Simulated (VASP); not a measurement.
# NaH (Fm-3m) in VASP: notebook

One crystal, NaH, is run at these levels: PBE; tasks: single point.

Program: VASP 6.6.1. These are calculated values, not measurements. Logs are shortened: lines on timing, memory, paths and dates and some standing lists are left out, and cuts for length are marked.

### 1 Starting point

It takes space group Fm-3m (No. 225, cubic). Conventional cell: a = 4.880 Å, b = 4.880 Å, c = 4.880 Å, α = 90.00°, β = 90.00°, γ = 90.00°. Na (site symmetry m-3m) has 6 H at 2.44 Å as nearest neighbours. H (site symmetry m-3m) is surrounded by 6 Na at 2.44 Å.

### 2 Single point, PBE

Contents of INCAR:

```
SYSTEM = NaH
PREC = Accurate
ENCUT = 350
EDIFF = 1E-6
ISMEAR = 0
SIGMA = 0.05
LREAL = .False.
LASPH = .True.
NELM = 100
ALGO = Normal
ISIF = 2
LWAVE = .False.
LCHARG = .False.
GGA = PE
NBANDS = 11
ADDGRID = .False.
```

Contents of KPOINTS:

```
Automatic mesh
0
Gamma
  5 5 5
  0 0 0
```

Contents of POSCAR:

```
NaH
1.0
    0.0000000000      2.4400000000      2.4400000000
    2.4400000000      0.0000000000      2.4400000000
    2.4400000000      2.4400000000      0.0000000000
Na H
1 1
Direct
   -0.0187210000      0.0228060000      0.0160610000
    0.4668300000      0.5164870000      0.5214060000
```

Potentials or basis: VASP PAW PBE potentials, release 64 (Na_pv, H).

On the command line:

```sh
> cat potpaw_PBE.64/Na_pv/POTCAR potpaw_PBE.64/H/POTCAR > POTCAR
> mpirun -np 1 vasp_std > vasp.out
```

OUTCAR:

```text
SYSTEM = NaH
   PREC = Accurate
   ENCUT = 350
   EDIFF = 1E-6
   ISMEAR = 0
   LREAL = .False.
   LASPH = .True.
   NELM = 100
   ISIF = 2
   GGA = PE

 Found     63 irreducible k-points:

 Following reciprocal coordinates:
            Coordinates               Weight
  0.000000  0.000000  0.000000      1.000000
  0.200000  0.000000  0.000000      2.000000
  0.000000  0.200000  0.000000      2.000000
  0.000000  0.000000  0.200000      2.000000
  0.200000  0.200000  0.200000      2.000000
  0.400000  0.000000  0.000000      2.000000
   k-points           NKPTS =     63   k-points in BZ     NKDIM =     63   number of bands    NBANDS=     11
   number of dos      NEDOS =    301   number of ions     NIONS =      2
   total plane-waves  NPLWV =  13824
   dimension x,y,z NGX =    24 NGY =   24 NGZ =   24
   dimension x,y,z NGXF=    48 NGYF=   48 NGZF=   48
   ions per type =               1   1
   NGX,Y,Z   is equivalent  to a cutoff of  11.56, 11.56, 11.56 a.u.
   NGXF,Y,Z  is equivalent  to a cutoff of  23.13, 23.13, 23.13 a.u.
 SYSTEM =  NaH
   PREC   = accura    normal or accurate (medium, high low for compatibility)
   ISTART =      0    job   : 0-new  1-cont  2-samecut
   ICHARG =      2    charge: 1-file 2-atom 10-const
   ISPIN  =      1    spin polarized calculation?
   LNONCOLLINEAR =      F non collinear calculations
   LSORBIT =      F    spin-orbit coupling
   LASPH  =      T    aspherical Exc in radial PAW
   ENCUT  =  350.0 eV  25.72 Ry    5.07 a.u.   5.26  5.26  5.26*2*pi/ulx,y,z
   NELM   =    100;   NELMIN=  2; NELMDL= -5     # of ELM steps
   EDIFF  = 0.1E-05   stopping-criterion for ELM
   LREAL  =      F    real-space projection
   EDIFFG = 0.1E-04   stopping-criterion for IOM
   NSW    =      0    number of steps for IOM
   IBRION =     -1    ionic relax: 0-MD 1-quasi-New 2-CG
   NFREE  =      0    steps in history (QN), initial steepest desc. (CG)
   ISIF   =      2    stress and relaxation
   ISYM   =      2    0-nonsym 1-usesym 2-fastsym
   POTIM  = 0.5000    time-step for ionic-motion
   TEBEG  =    0.0;   TEEND  =   0.0 temperature during run
   PSTRESS=    0.0 pullay stress
   NELECT =       8.0000    total number of electrons
   NUPDOWN=      -1.0000    fix difference up-down
   EMIN   =  10.00;   EMAX   =-10.00  energy-range for DOS
   EFERMI =   0.00;   METHOD = LEGACY
   ISMEAR =     0;   SIGMA  =   0.05  broadening in eV -4-tet -1-fermi 0-gaus
   EFERMI_NEDOS =   21; number of points for ismear=-14 and -15
   IALGO  =     38    algorithm
   IMIX   =      4    mixing-type and parameters
     AMIX     =   0.40;   BMIX     =  1.00
     AMIX_MAG =   1.60;   BMIX_MAG =  1.00
  volume/ion in A,a.u.               =      14.53        98.03
  Fermi-wavevector in a.u.,A,eV,Ry     =   1.065054  2.012660 15.433636  1.134340
  Thomas-Fermi vector in A             =   2.200593
   LORBIT       =      0    0 simple, 1 ext, 2 COOP (PROOUT), +10 PAW based schemes
   GGA     = PE    functional components
   LHFCALC =     F    Hartree Fock is set to
   AEXX    =    0.0000 exact exchange contribution
   IVDW    =     0    specifies the selected vdW correction
   LEPSILON=     F    determine dielectric tensor
   LRPA    =     F    only Hartree local field effects (RPA)
 non-spin polarized calculation
 Gauss-broadening in eV      SIGMA  =   0.05
  energy-cutoff  :      350.00
  volume of cell :       29.05
 maximum number of plane-waves:       444
 NGX is ok and might be reduce to    24
   NGX = 11   NGY = 11   NGZ = 11

 number of electron       7.9999993 magnetization

 Free energy of the ion-electron system (eV)
  ---------------------------------------------------
  ext. energy  EPLUGINS =         0.00000000
  ---------------------------------------------------
  free energy    TOTEN  =        -5.08076291 eV

  energy without entropy =       -5.08076291  energy(sigma->0) =       -5.08076291

 E-fermi :  -1.0701     XC(G=0):  -7.6731

 val. band max:       -1.2980905066   @ k =   0.2000  -0.4000  -0.4000
 cond. band min:       3.2358690312   @ k =   0.4000   0.4000   0.4000
 fundamental gap:      4.5339595377
 Fermi energy:        -1.0700641849

 k-point     1 :       0.0000    0.0000    0.0000
  band No.  band energies     occupation
      1     -23.3474      2.00000
      2     -23.3473      2.00000
      3     -23.3470      2.00000
      4      -4.7372      2.00000
      5       8.9692      0.00000
      6      14.1652      0.00000
      7      14.1661      0.00000
      8      14.1798      0.00000
      9      14.9741      0.00000
     10      14.9858      0.00000
     11      14.9943      0.00000

 k-point     2 :       0.2000    0.0000    0.0000
  band No.  band energies     occupation
      1     -23.3770      2.00000
      2     -23.3510      2.00000
      3     -23.3507      2.00000
      4      -4.0804      2.00000
      5       6.8658      0.00000
      6      10.5550      0.00000
      7      12.8599      0.00000
      8      12.8645      0.00000
      9      16.2152      0.00000
     10      16.2198      0.00000
     11      16.8400      0.00000

 k-point     3 :       0.0000    0.2000    0.0000
  band No.  band energies     occupation
      1     -23.3768      2.00000
      2     -23.3511      2.00000
      3     -23.3509      2.00000
      4      -4.0804      2.00000
      5       6.8666      0.00000
      6      10.5525      0.00000
      7      12.8601      0.00000
      8      12.8682      0.00000
      9      16.2113      0.00000
     10      16.2186      0.00000
     11      16.8402      0.00000

 k-point     4 :       0.0000    0.0000    0.2000
  band No.  band energies     occupation
      1     -23.3768      2.00000
      2     -23.3510      2.00000
      3     -23.3509      2.00000
      4      -4.0804      2.00000
      5       6.8666      0.00000
      6      10.5524      0.00000
      7      12.8601      0.00000
      8      12.8685      0.00000
      9      16.2110      0.00000
     10      16.2185      0.00000
     11      16.8402      0.00000

 k-point     5 :       0.2000    0.2000    0.2000
  band No.  band energies     occupation
      1     -23.3771      2.00000
      2     -23.3510      2.00000
      3     -23.3507      2.00000
      4      -4.0804      2.00000
      5       6.8657      0.00000
      6      10.5554      0.00000
      7      12.8596      0.00000
      8      12.8640      0.00000
      9      16.2157      0.00000
     10      16.2201      0.00000
     11      16.8400      0.00000

 k-point     6 :       0.4000    0.0000    0.0000
  band No.  band energies     occupation
      1     -23.4238      2.00000
      2     -23.3567      2.00000
      3     -23.3564      2.00000
      4      -2.4872      2.00000
      5       3.2360      0.00000
      6       9.4844      0.00000
      7      12.0916      0.00000
      8      12.0964      0.00000
      9      15.0491      0.00000
     10      15.0504      0.00000
     11      17.4384      0.00000

 [... further k-points ...]

------------------------ aborting loop because EDIFF is reached ----------------------------------------

  FORCE on cell =-STRESS in cart. coord.  units (eV):
  Direction    XX          YY          ZZ          XY          YZ          ZX
  --------------------------------------------------------------------------------------
  -------------------------------------------------------------------------------------
  Total       -0.2181292     -0.2155006     -0.2042801     -0.0000309     -0.0010973     -0.0000295
  in kB      -12.0288720    -11.8839190    -11.2651543     -0.0017061     -0.0605103     -0.0016273
  external PRESSURE =     -11.7259817 kB  Pullay stress =       0.0000000 kB

 VOLUME and BASIS-vectors are now :
 -----------------------------------------------------------------------------
  energy-cutoff  :      350.00
  volume of cell :       29.05
      direct lattice vectors                 reciprocal lattice vectors
     0.000000000  2.440000000  2.440000000    -0.204918033  0.204918033  0.204918033
     2.440000000  0.000000000  2.440000000     0.204918033 -0.204918033  0.204918033
     2.440000000  2.440000000  0.000000000     0.204918033  0.204918033 -0.204918033

 POSITION                                       TOTAL-FORCE (eV/Angst)
 -----------------------------------------------------------------------------------
      0.09484      2.43351      2.44997        -0.001931     -0.017522     -0.040174
      2.53246      2.41130      2.39929         0.001931      0.017522      0.040174
 -----------------------------------------------------------------------------------
    total drift:                               -0.000119     -0.000074      0.000339

  FREE ENERGIE OF THE ION-ELECTRON SYSTEM (eV)
  ---------------------------------------------------
  free  energy   TOTEN  =        -5.0807629074 eV

  energy  without entropy=       -5.0807629074  energy(sigma->0) =       -5.08076291
```

Wall time 7.3 s (1 thread of Intel Xeon Platinum 8259CL at 2.50GHz (Skylake/Cascade Lake), shared host); peak memory 0.13 GiB.

These settings aren't checked as converged: the numbers below hold their error.

Results:

* Free energy: -5.0808 eV
* Pressure: -1.2 GPa
* Largest force: 0.044 eV/Å
* Band gap on the k mesh: 4.53 eV, indirect (least direct gap 5.02 eV)

Caveat: the k mesh is coarse (spacing up to 0.45 Å⁻¹), so the values aren't converged; an odd mesh through Γ misses points on the zone boundary, where band edges often lie.

### 3 Single point, PBE

INCAR, as its differences from that of step 2:

```diff
@@ -2,3 +2,3 @@
 PREC = Accurate
-ENCUT = 350
+ENCUT = 550
 EDIFF = 1E-6
```

Contents of KPOINTS:

```
Automatic mesh
0
Gamma
  4 4 4
  0 0 0
```

Contents of POSCAR:

```
NaH
1.0
    0.0000000000      2.4400000000      2.4400000000
    2.4400000000      0.0000000000      2.4400000000
    2.4400000000      2.4400000000      0.0000000000
Na H
1 1
Direct
    0.0000000000      0.0000000000      0.0000000000
    0.5000000000      0.5000000000      0.5000000000
```

Potentials or basis: VASP PAW PBE potentials, release 64 (Na_pv, H).

On the command line:

```sh
> cat potpaw_PBE.64/Na_pv/POTCAR potpaw_PBE.64/H/POTCAR > POTCAR
> mpirun -np 1 vasp_std > vasp.out
```

It took 3.9 s on 1 thread of Intel Xeon Platinum 8259CL at 2.50GHz (Skylake/Cascade Lake), shared host; peak memory 0.14 GiB.

These settings aren't checked as converged: the numbers below hold their error.

What came out:

```yaml
Free_energy: -5.0862 eV
Pressure: -0.7 GPa
Band_gap_on_the_k_mesh: 3.71 eV, indirect (least direct gap 4.55 eV)
```

Caveat: the k mesh is coarse (spacing up to 0.56 Å⁻¹), so the values aren't converged.
